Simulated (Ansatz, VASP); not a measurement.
## Co (Co(0001) film, 2 layers, flat): VASP beside Ansatz

Aim: how closely do two programs agree when they are given the same cell, functional and k mesh? The cell is taken from a series of runs on this material, whose earlier steps may have relaxed, scaled, displaced or heated it; both programs get it as it stands.

Program: Ansatz 0.2.0. Level of theory: plane waves, with VASP 6.6.1 beside it; single point at PBE. Results are calculated unless marked as measured.

## 1. The structure

The cell holds 4 atoms: 4 Co. Its edges and angles: a = 13.045 Å, b = 2.505 Å, c = 4.339 Å, α = 90.0°, β = 90.0°, γ = 90.0°. It derives from Co. Vacuum lies along a. The structure's axis is c.

## 2. Ansatz: single point, PBE, pair 1

Ansatz runs on its PAW soft_1 files.

With cell and atoms fixed, the geometry can't cause a difference; cores, projectors, grids and the points listed under the comparison can.

Input file input.yaml:

```yaml
crystal:
  lattice:
    - [13.04465, 0.0, 0.0]
    - [0.0, 2.5054, 0.0]
    - [0.0, 0.0, 4.3394800933]
  atoms:
    - { symbol: Co, position: [0.3449690103, 0.0, 0.0], spin: 2.0 }
    - { symbol: Co, position: [0.3449690103, 0.5, 0.5], spin: 2.0 }
    - { symbol: Co, position: [0.5017114296, 0.0, 0.3333333333], spin: 2.0 }
    - { symbol: Co, position: [0.5017114296, 0.5, 0.8333333333], spin: 2.0 }
magnetization:
  spin_polarized: true
kpoints:
  mp_grid: { grid: [1, 16, 10] }
hamiltonian:
  xc: pbe
  pseudopotentials: { kind: paw, azcp: { folder: soft_1 } }
scf:
  occupations: { method: fermi_dirac, width: 0.1 }
output:
  transmission:
    leads: [[0, 0]]
    kmesh: [1, 36]
    e_range: [-0.27, 0.27]
    de: 0.036
```

Command:

```console
ansatz run input.yaml --threads 4 --pin off --max-ram 15360MiB --backend cpu --events-out ev --progress --plain --runs-dir out
```

Numbers of over 12 decimals in the logs are rounded to 6 here.

What it wrote:

```text
Engine: ansatz 0.2.0, x86_64-unknown-linux-gnu
Pseudopotentials: kind: paw
Pseudopotential: Co, paw, valence charge 17, recommended cutoff 420 eV (normal), soft_1/Co.paw.azcp
Functional definition: PBE
  parameter kappa = 0.804
  parameter beta = 0.066725
  exchange = pbe_x(kappa = kappa, mu = beta*pi^2/3)
  correlation = pbe_c(beta = beta)
Crystal: 4 atoms, lattice volume = 141.823 Å³
Basis set: ecut = 420 eV, 2773 PW (Γ)
Bands: 46, of which v1, the nominal top of the filled ones, is band 34 counted from 1 (33 counted from 0)
Symmetry: 8 space group operations
Space group: P-3m1 (ITA 164), of the structure as read, at distance tolerance 5.2e-5 Å
Magnetic group: BNS 164.85 (UNI 1315), of the structure as read, at distance tolerance 5.2e-5 Å
k-points: 54 of 160
Non-local potential: Co, projectors of the file, l = 0: 3, l = 1: 2, l = 2: 3, l = 3: 1
PAW form: soft (Blöchl's): semilocal exchange-correlation on the pseudo side does not see the compensation charge
PAW one-centre angular grid: Co, 590 points (default); XC on 64 Gauss nodes
Initial density: superposition of atomic densities (neutral atoms: chi_scale 0, normalization atom)
Starting moments: Σ|m| = 8 μB on 4 of 4 sites
Initial wavefunctions: pseudopotential atomic-orbital guess
Functional: x = pbe(κ = 0.804, μ = 0.219515), c = pbe(β = 0.066725)
SCF iter   1: F=—  HF=-20499.813568 eV  |F-HF|=—  |Δ(HF+E_count)|=         —  Δρ=2.74e-2 (↑1.15e-2 ↓2.74e-2)  dr2=4.06e0  dr2_m=2.97e-1  M=7.461 μB ∫|m|=7.790 μB  β_m=0.30  ethr=3.10e-3  ⟨swp⟩=8.9  Hψ=23807  notcnv=0  defer=64
Mixer restart at iter 1: flushing history
preconditioner: auto → LDOS  [metal: Δε(μ)=0.002 eV  Ē_g=6.810 eV  σ=0.100 eV  W_gap=0.01  n_scr=28 (ndim 8)  ℏωp=18.7 eV  f_vac=0.562  D(μ)=4.49/eV (n_scr^D=22)]
spin=Collinear: LDOS preconditioning applied to the charge; magnetization (m = ρ↑ − ρ↓) channel mixes plain (no charge-response kernel on spin).
SCF iter   2: F=—  HF=-20499.491284 eV  |F-HF|=—  |Δ(HF+E_count)|=   3.22e-1  Δρ=2.07e-2 (↑2.07e-2 ↓9.88e-3)  dr2=9.58e-1  dr2_m=1.81e-1  M=7.399 μB ∫|m|=7.826 μB  β_m=0.37  ethr=3.10e-3  ⟨swp⟩=2.8  Hψ=8976  notcnv=0  defer=203
SCF iter   3: F=—  HF=-20500.684914 eV  |F-HF|=—  |Δ(HF+E_count)|=    1.19e0  Δρ=1.02e-2 (↑1.02e-2 ↓5.61e-3)  dr2=2.34e-1  dr2_m=4.95e-2  M=7.278 μB ∫|m|=7.821 μB  β_m=0.53  ethr=1.41e-3  ⟨swp⟩=3.0  Hψ=8313  notcnv=0  defer=205
SCF iter   4: F=—  HF=-20501.580923 eV  |F-HF|=—  |Δ(HF+E_count)|=   8.96e-1  Δρ=6.08e-3 (↑4.60e-3 ↓6.08e-3)  dr2=1.15e-1  dr2_m=4.11e-3  M=7.055 μB ∫|m|=7.758 μB  β_m=0.75  ethr=3.45e-4  ⟨swp⟩=2.9  Hψ=8151  notcnv=0  defer=205
SCF iter   5: F=—  HF=-20501.728291 eV  |F-HF|=—  |Δ(HF+E_count)|=   1.47e-1  Δρ=2.32e-3 (↑9.74e-4 ↓2.32e-3)  dr2=1.17e-2  dr2_m=1.04e-3  M=6.963 μB ∫|m|=7.743 μB  β_m=0.87  ethr=1.69e-4  ⟨swp⟩=2.2  Hψ=8313  notcnv=0  defer=210
SCF iter   6: F=—  HF=-20501.731877 eV  |F-HF|=—  |Δ(HF+E_count)|=   3.59e-3  Δρ=2.41e-4 (↑1.67e-4 ↓2.41e-4)  dr2=3.57e-4  dr2_m=1.03e-5  M=6.940 μB ∫|m|=7.738 μB  β_m=0.91  ethr=1.73e-5  ⟨swp⟩=2.4  Hψ=9066  notcnv=0  defer=207
SCF iter   7: F=—  HF=-20501.731890 eV  |F-HF|=—  |Δ(HF+E_count)|=   1.23e-5  Δρ=6.38e-5 (↑2.46e-5 ↓6.38e-5)  dr2=3.82e-6  dr2_m=1.86e-6  M=6.941 μB ∫|m|=7.741 μB  β_m=0.95  ethr=5.24e-7  ⟨swp⟩=2.4  Hψ=7660  notcnv=0  defer=201
SCF iter   8: F=—  HF=-20501.731899 eV  |F-HF|=—  |Δ(HF+E_count)|=   9.62e-6  Δρ=2.45e-5 (↑5.14e-6 ↓2.45e-5)  dr2=5.54e-7  dr2_m=2.30e-7  M=6.941 μB ∫|m|=7.742 μB  β_m=0.98  ethr=5.62e-9  ⟨swp⟩=2.8  Hψ=9439  notcnv=0  defer=202
SCF iter   9: F=—  HF=-20501.731900 eV  |F-HF|=—  |Δ(HF+E_count)|=   4.25e-7  Δρ=3.91e-6 (↑1.70e-6 ↓3.91e-6)  dr2=6.91e-9  dr2_m=7.33e-9  M=6.941 μB ∫|m|=7.742 μB  β_m=0.99  ethr=8.15e-10  ⟨swp⟩=2.8  Hψ=9218  notcnv=0  defer=202
SCF iter  10: F=-20501.731900 eV  HF=-20501.731900 eV  |F-HF|=4.51e-10  |Δ(HF+E_count)|=   1.20e-8  Δρ=7.85e-7 (↑4.52e-7 ↓7.85e-7)  dr2=1.08e-9  dr2_m=1.27e-10  M=6.941 μB ∫|m|=7.742 μB  ethr=1.02e-11  ⟨swp⟩=9.7  Hψ=21274  notcnv=0
SCF 1 converged in 10 iterations: F = -20501.731900 eV  dr2 = 1.08e-9
  greatest PAW one-centre occupation: 1.001 electrons in one spin orbital (limit 2), on the Co atom at site 3 (counted from 0), in its partial waves of l = 1
transmission: 24 of 228 steps passed
transmission: 48 of 228 steps passed
[...]
transmission: 228 of 228 steps passed
SCF converged after 10 iterations
Magnetization: 6.9408 μB (37.4704 up, 30.5296 down)
Absolute magnetization: 7.7494 μB (∫|ρ↑−ρ↓|, with the PAW one-centre terms)
Spin contamination: 0.1900 ħ² per cell (⟨S²⟩ above its minimum at these occupations)
Per-site moments (μB) at R_I (Å): [(1.815674, 1.033141), (1.815674, 1.033141), (1.815674, 1.033141), (1.815674, 1.033141)]
Free energy (F): -20501.731900 eV
Harris-Foulkes:  -20501.731900 eV  (|F-HF|=4.51e-10)
Internal energy: -20501.584646 eV  (E = F + TS)
E sigma→0 (E₀):  -20501.658273 eV
Entropy (-TS):   -0.147253 eV (-36.813 meV/atom)
Fermi energy:    2.399131 eV
--- Per-component energies (eV) ---
  E_band       = -2069.931333
  E_kinetic    = 1158.031705
  E_local      = -53658.038653  (includes V_loc(G=0)·N_el)
  E_nonlocal   = 1742.340122
  E_hartree    = 25688.175432
  E_xc         = -361.981641
  E_vxc        = -465.265143  (∫ρ·V_xc dr)
  E_paw        = -6290.000701  (= ΣΔE_a)
  E_vpaw       = -2223.344766  (= ΣTr[D̂ρ^β])
  E_aug_tail   = -0.000047  (compensation charges beyond the density's cutoff)
  E_ewald      = 11219.889135
  E_smearing   = -0.147253  (= −TS)
  E_closure    = 0.000000  (closes the sum)
  Σ components = -20501.731900   (vs F -20501.731900, Δ=0.00e0)
--- Band table (eV; the first three rows and the last of 108) ---
  k-point 0 ↑: bands = [... 30 lower, 0.8684, 0.8695, 1.0273, 1.2278, 1.3728, 1.3740, 1.7947, 1.8762, ... 8 higher]
  k-point 1 ↑: bands = [... 30 lower, 0.8567, 0.9838, 1.0043, 1.2253, 1.2269, 1.3742, 1.7522, 1.8277, ... 8 higher]
  k-point 2 ↑: bands = [... 30 lower, 0.8283, 0.8574, 0.9161, 1.2117, 1.2912, 1.3773, 1.6357, 1.6916, ... 8 higher]
  k-point 53 ↓: bands = [... 30 lower, 3.2763, 3.2763, 3.7689, 3.7689, 3.8385, 3.8385, 4.1920, 4.1920, ... 8 higher]
--- Transmission ---
  basis      : 295 plane waves across, 6 finite elements along
  points     : 19, standing for a mesh of 1 x 36
  filling    : by the input's occupations and mesh, since the crystals that have channels conduct as metals do. If one of these is a semiconductor, that mesh has misplaced its level
  energies   : 16 from -0.270000 to 0.270000 eV about the Fermi level, 0.036000 eV apart; the leads are filled to 0.000000 eV, and channels, transmission and decay are at 0.018000 eV
  crystal 0  : Co4, at the sites [0, 0], period 4.3395 Å: whole cells are its period
    offset         : up to 0.0000 Å between an atom of the period and one for which it stands
    filled         : 43.0 meV over the level at which it is neutral
    channels       : 1.444444e0 up, 1.611111e0 down
    conductance    : 3.7782e14 S/m² at 300 K; may be off by some 0.0 % by where its bands' edges are placed, 5.3 % from the k-mesh, 2.4 % from the distance to neutral
    slowest decay  : 0.0533 /Å at (0.0000, 0.3056)
```

In the SCF lines HF is the Harris–Foulkes energy and dr2 the Hartree energy of the density residual, in eV; the loop may stop once dr2 is under the threshold and the program's other checks hold. Hψ counts applications of the Hamiltonian.

## 3. VASP: single point, PBE, pair 1

The same cell, functional, mesh and smearing now go to VASP, with its own data sets.

Lines of VASP's logs that name or quote its potential files are left out, and so is its time.

Input file INCAR:

```
SYSTEM = Co
PREC = Accurate
ENCUT = 520
EDIFF = 1E-06
NELM = 200
ISMEAR = -1
SIGMA = 0.1
LREAL = .FALSE.
ALGO = Normal
GGA = PE
NBANDS = 31
ISPIN = 2
MAGMOM = 1.82 1.82 1.82 1.82
LASPH = .TRUE.
LMAXMIX = 4
LORBIT = 11
LWAVE = .FALSE.
LCHARG = .FALSE.
ISIF = 2
GGA_COMPAT = .FALSE.
KPAR = 2
```

Input file POSCAR:

```
Co
1.0
   13.0446500000      0.0000000000      0.0000000000
    0.0000000000      2.5054000000      0.0000000000
    0.0000000000      0.0000000000      4.3394800933
Co
4
Direct
    0.3449690103      0.9999999999      1.0000000000
    0.3449690103      0.4999999999      0.5000000000
    0.5017114296      0.9999999999      0.3333333333
    0.5017114296      0.4999999999      0.8333333333
```

Input file KPOINTS:

```
Automatic mesh
0
Gamma
1 16 10
0 0 0
```

Potentials, in the order of the species: Co (PBE family, release 64).

Command:

```console
mpirun -np 2 vasp_std
```

What it wrote:

```text
[banner, memory and clock lines left out]
running    2 mpi-ranks, on    1 nodes
 distrk:  each k-point on    1 cores,    2 groups
 distr:  one band on    1 cores,    1 groups

 POSCAR found type information on POSCAR Co
 POSCAR found :  1 types and       4 ions
 LDA part: xc-table for (Slater+PW92), standard interpolation
 POSCAR, INCAR and KPOINTS ok, starting setup
 FFT: planning ... GRIDC
 FFT: planning ... GRID_SOFT
 FFT: planning ... GRID
 WAVECAR not read
 entering main loop
       N       E                     dE             d eps       ncg     rms          rms(c)
DAV:   1     0.241015256517E+03    0.24102E+03   -0.14856E+04  6696   0.112E+03
DAV:   2    -0.157959776755E+02   -0.25681E+03   -0.23668E+03  6717   0.258E+02
DAV:   3    -0.286331158726E+02   -0.12837E+02   -0.12402E+02  7746   0.853E+01
DAV:   4    -0.288055538881E+02   -0.17244E+00   -0.17235E+00  7785   0.106E+01
DAV:   5    -0.288109967094E+02   -0.54428E-02   -0.54426E-02 10542   0.123E+00    0.181E+01
DAV:   6    -0.271672861126E+02    0.16437E+01   -0.35065E+01  7473   0.737E+01    0.135E+01
DAV:   7    -0.252008321901E+02    0.19665E+01   -0.72911E+00  7847   0.322E+01    0.461E+00
DAV:   8    -0.252916084280E+02   -0.90776E-01   -0.34111E-01  7346   0.357E+00    0.239E+00
DAV:   9    -0.252639682994E+02    0.27640E-01   -0.96898E-02  7597   0.289E+00    0.852E-01
DAV:  10    -0.252510773646E+02    0.12891E-01   -0.12131E-02  7781   0.827E-01    0.403E-01
DAV:  11    -0.252600166577E+02   -0.89393E-02   -0.53448E-03  7075   0.507E-01    0.113E-01
DAV:  12    -0.252602903477E+02   -0.27369E-03   -0.80830E-04  7294   0.218E-01    0.867E-02
DAV:  13    -0.252591087684E+02    0.11816E-02   -0.40152E-04  7127   0.113E-01    0.517E-02
DAV:  14    -0.252593952875E+02   -0.28652E-03   -0.26692E-04  7152   0.752E-02    0.347E-02
DAV:  15    -0.252600426011E+02   -0.64731E-03   -0.52693E-05  6964   0.471E-02    0.253E-02
DAV:  16    -0.252602682048E+02   -0.22560E-03   -0.42485E-05  6850   0.338E-02    0.120E-02
DAV:  17    -0.252604454756E+02   -0.17727E-03   -0.95054E-06  6857   0.150E-02    0.777E-03
DAV:  18    -0.252605393351E+02   -0.93860E-04   -0.41293E-06  6323   0.101E-02    0.385E-03
DAV:  19    -0.252605869654E+02   -0.47630E-04   -0.13709E-06  5831   0.499E-03    0.276E-03
DAV:  20    -0.252606011279E+02   -0.14162E-04   -0.52943E-07  5411   0.355E-03    0.856E-04
DAV:  21    -0.252606033389E+02   -0.22110E-05   -0.10950E-07  4804   0.163E-03    0.292E-04
DAV:  22    -0.252606041623E+02   -0.82345E-06   -0.33499E-08  4692   0.902E-04
   1 F= -.25260604E+02 E0= -.25186556E+02  d E =-.148096E+00  mag=     6.9048
```

OUTCAR, selected parts (step 3):

```text
ion  position               nearest neighbor table
   1  0.345  1.000  0.000-   3 2.50   4 2.50   4 2.50   2 2.51   2 2.51   2 2.51   2 2.51
   2  0.345  0.500  0.500-   4 2.50   3 2.50   3 2.50   1 2.51   1 2.51   1 2.51   1 2.51
   3  0.502  1.000  0.333-   1 2.50   2 2.50   2 2.50   4 2.51   4 2.51   4 2.51   4 2.51
   4  0.502  0.500  0.833-   2 2.50   1 2.50   1 2.50   3 2.51   3 2.51   3 2.51   3 2.51

  LATTYP: Found a simple orthorhombic cell.
 ALAT       =     2.5054000000
 B/A-ratio  =     1.7320508076
 C/A-ratio  =     5.2066137144

 Subroutine GETGRP returns: Found  4 space group operations
 (whereof  2 operations were pure point group operations)

The static configuration has the point symmetry C_1h.
 The point group associated with its full space group is C_2h.

 Found     54 irreducible k-points:

   k-points           NKPTS =     54   k-points in BZ     NKDIM =     54   number of bands    NBANDS=     31

   dimension x,y,z NGX =    98 NGY =   20 NGZ =   32
   dimension x,y,z NGXF=   196 NGYF=   40 NGZF=   64

   ENCUT  =  520.0 eV  38.22 Ry    6.18 a.u.  24.25  4.66  8.07*2*pi/ulx,y,z

   NELECT =      36.0000    total number of electrons

 k-points in reciprocal lattice and weights: Automatic mesh
   0.00000000  0.00000000  0.00000000       0.006
   0.00000000  0.06250000  0.00000000       0.013
   0.00000000  0.12500000  0.00000000       0.013
   0.00000000  0.18750000  0.00000000       0.013
   0.00000000  0.25000000  0.00000000       0.013
   0.00000000  0.31250000  0.00000000       0.013
   0.00000000  0.37500000  0.00000000       0.013
   0.00000000  0.43750000  0.00000000       0.013
   0.00000000  0.50000000  0.00000000       0.006
[...]
0.00000000  0.43750000  0.50000000       0.013
   0.00000000  0.50000000  0.50000000       0.006

 average (electrostatic) potential at core
       1 -88.6526       2 -88.6526       3 -88.6526       4 -88.6526

 E-fermi :  -0.1719

 spin component 1
 k-point     1 :       0.0000    0.0000    0.0000
  band No.  band energies     occupation
    ...
     18      -1.3433      0.99999
     19      -1.1996      0.99997
     20      -1.1984      0.99997
     21      -0.7819      0.99776
     22      -0.7010      0.99499
     23       0.2012      0.02340
     24       1.2041      0.00000
     25       2.5606      0.00000
     26       4.5830      0.00000
     27       4.8862      0.00000
    ...

 k-point     2 :       0.0000    0.0625    0.0000
  band No.  band energies     occupation
    ...
     18      -1.3817      0.99999
     19      -1.3638      0.99999
     20      -1.1951      0.99996
     21      -0.9342      0.99951
     22      -0.8103      0.99831
     23       0.4692      0.00164
     24       1.5026      0.00000
     25       2.7677      0.00000
     26       4.6822      0.00000
     27       4.9682      0.00000
    ...

 k-point     3 :       0.0000    0.1250    0.0000
  band No.  band energies     occupation
    ...
     18      -1.4808      1.00000
     19      -1.3081      0.99999
     20      -1.1329      0.99993
     21      -1.1309      0.99993
     22      -1.0432      0.99984
     23       1.0705      0.00000
     24       2.1962      0.00000
     25       3.3003      0.00000
     26       4.9789      0.00000
     27       5.2144      0.00000
    ...

 k-point     4 :       0.0000    0.1875    0.0000
  band No.  band energies     occupation
    ...
     18      -1.6016      1.00000
     19      -1.2712      0.99998
     20      -1.2494      0.99998
     21      -1.2124      0.99997
     22      -0.8229      0.99851
     23       1.8341      0.00000
     24       3.0794      0.00000
     25       4.0110      0.00000
     26       5.4705      0.00000
     27       5.6257      0.00000
    ...

 k-point     5 :       0.0000    0.2500    0.0000
  band No.  band energies     occupation
    ...
     18      -1.5717      1.00000
     19      -1.3617      0.99999
     20      -1.2880      0.99999
     21      -1.2648      0.99998
     22      -0.3647      0.87301
     23       2.7185      0.00000
     24       4.0799      0.00000
     25       4.7954      0.00000
     26       6.1532      0.00000
     27       6.2043      0.00000
    ...

 k-point     6 :       0.0000    0.3125    0.0000
  band No.  band energies     occupation
    ...
     17      -1.6393      1.00000
     18      -1.3743      0.99999
     19      -1.3291      0.99999
     20      -1.2825      0.99998
     21      -1.2327      0.99998
     22       0.2655      0.01245
     23       3.7191      0.00000
     24       5.1609      0.00000
     25       5.5720      0.00000
     26       6.2810      0.00000
    ...

  Total       -3.0782712     -4.6983907     -4.5866177      0.0000000      0.0000000      0.0044757
  in kB      -34.7752494    -53.0777496    -51.8150501      0.0000000      0.0000000      0.0505615
  external PRESSURE =     -46.5560163 kB  Pullay stress =       0.0000000 kB

  energy-cutoff  :      520.00
  volume of cell :      141.82
      direct lattice vectors                 reciprocal lattice vectors
    13.044650000  0.000000000  0.000000000     0.076659780  0.000000000  0.000000000
     0.000000000  2.505400000  0.000000000     0.000000000  0.399137862  0.000000000
     0.000000000  0.000000000  4.339480093     0.000000000  0.000000000  0.230442352

 POSITION                                       TOTAL-FORCE (eV/Angst)
 -----------------------------------------------------------------------------------
      4.50000      2.50540      0.00000         0.751788      0.000000     -0.000928
      4.50000      1.25270      2.16974         0.751788      0.000000     -0.000928
      6.54465      2.50540      1.44649        -0.751788     -0.000000      0.000928
      6.54465      1.25270      3.61623        -0.751788     -0.000000      0.000928
 -----------------------------------------------------------------------------------
    total drift:                               -0.000088     -0.000000     -0.000086

  FREE ENERGIE OF THE ION-ELECTRON SYSTEM (eV)
  ---------------------------------------------------
  free  energy   TOTEN  =       -25.2606041623 eV

  energy  without entropy=      -25.1125081666  energy(sigma->0) =      -25.18655616

 total charge
# of ion       s       p       d       tot
------------------------------------------
    1        0.467   0.386   7.218   8.071
    2        0.467   0.386   7.218   8.071
    3        0.467   0.386   7.218   8.071
    4        0.467   0.386   7.218   8.071
--------------------------------------------------
tot          1.869   1.543  28.870  32.282

 magnetization (x)
# of ion       s       p       d       tot
------------------------------------------
    1       -0.013  -0.048   1.822   1.761
    2       -0.013  -0.048   1.822   1.761
    3       -0.013  -0.048   1.822   1.761
    4       -0.013  -0.048   1.822   1.761
--------------------------------------------------
tot         -0.053  -0.192   7.287   7.042

[... 6 further parts left out ...]
```

## 4. Side by side

Known differences besides the potentials themselves: VASP starts from the moments at which Ansatz ended; the data sets hold 68 valence electrons in Ansatz (on its PAW soft_1 files) and 36 in VASP; the cutoff is 420 eV in Ansatz and 520 eV in VASP; site moments are counted in spheres of each program's own size. Total energies have different zeros and are not compared.

Compared:

| quantity | Ansatz | VASP | difference |
| --- | --- | --- | --- |
| total moment (μB) | 6.94 | 6.90 | +0.04 |
| moment on Co1 (μB) | 1.82 | 1.76 | +0.06 |
| moment on Co2 (μB) | 1.82 | 1.76 | +0.06 |
| moment on Co3 (μB) | 1.82 | 1.76 | +0.06 |
| moment on Co4 (μB) | 1.82 | 1.76 | +0.06 |

With vacuum in the cell, a pressure given here is an average over mostly empty space and none of the material.

(Continued in part 2 of 2.)

[Lines on the potential files, build, host, timing and source positions are cut from VASP's logs without a mark.]

[Logs are printed without paths, hosts, clocks, repeated set-up lines and the standing remarks that a program may print on its own settings, such as how far it seeks lower states.]

[Hosts, paths, dates, database ids (printed as entryN), source tags and the programs' standing remarks are cut or masked in the printed files.]
